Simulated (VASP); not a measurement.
Write the native input for VASP 6.6.1 that does the following.

```yaml
Task: relaxation of cell and atoms
Functional: PBE
Potentials_or_basis: VASP PAW PBE potentials, release 64 (H, Mo_sv)
Cutoff: 600 eV
k_mesh: 12 × 12 × 12
Occupations: gaussian, width 0.1 eV
Spin: no spin polarisation
Dipole_correction: no
Further_INCAR_settings: ALGO = Fast; EDIFF = 1e-06; IBRION = 2; EDIFFG = -0.01; NSW = 100; ISIF = 3
```

The structure of MoH5 lies in POSCAR:

```
MoH5
1.0
    3.4334137041      0.0000000000      0.0000000000
   -1.7167068520      2.9734234894      0.0000000000
    0.0000000000      0.0000000000      3.1114964716
H Mo
5 1
Direct
    0.0000000000      0.7052682679      0.0000000000
    0.7052682679      0.0000000000      0.0000000000
    0.2947317321      0.2947317321      0.0000000000
    0.6666666667      0.3333333333      0.5000000000
    0.3333333333      0.6666666667      0.5000000000
    0.0000000000      0.0000000000      0.5000000000
```

The cell was built by a generator and needn't be a form met in nature.

The cell isn't the ideal one: species swapped into the YMg5 type (P-62m, No. 189).

One way to write it, as run:

INCAR

```
SYSTEM = MoH5
ALGO = Fast
EDIFF = 1E-6
EDIFFG = -0.01
ENCUT = 600
GGA = PE
IBRION = 2
ISIF = 3
ISMEAR = 0
LASPH = .TRUE.
LCHARG = .FALSE.
LREAL = .FALSE.
LWAVE = .FALSE.
NELM = 100
NSW = 100
PREC = Accurate
SIGMA = 0.1
```

KPOINTS

```
k-points
0
G
  12 12 12
  0 0 0
```

Potentials or basis: VASP PAW PBE potentials, release 64 (H, Mo_sv).

Run with:

```sh
$ cat potpaw_PBE.64/H/POTCAR potpaw_PBE.64/Mo_sv/POTCAR > POTCAR
$ mpirun -np 1 vasp_std > vasp.out
```

Results of the run:

```json
{"Relaxed volume": "5.32 Å³/atom", "Relaxed cell": "a = 3.439 Å, b = 3.439 Å, c = 3.114 Å, α = 90.00°, β = 90.00°, γ = 120.00°", "Space group after relaxing (to 0.05 Å)": "P-62m (No. 189)", "Energy gained by relaxing": "0.2 meV/atom", "Ionic steps": "4", "Pressure after relaxing": "-0.1 GPa", "Band gap on the k mesh": "none (metal or under the smearing width)"}
```

Wall time 85 s on 1 thread of AMD EPYC 9R45 (Zen 5), with other jobs on the host, peak memory 0.18 GiB.
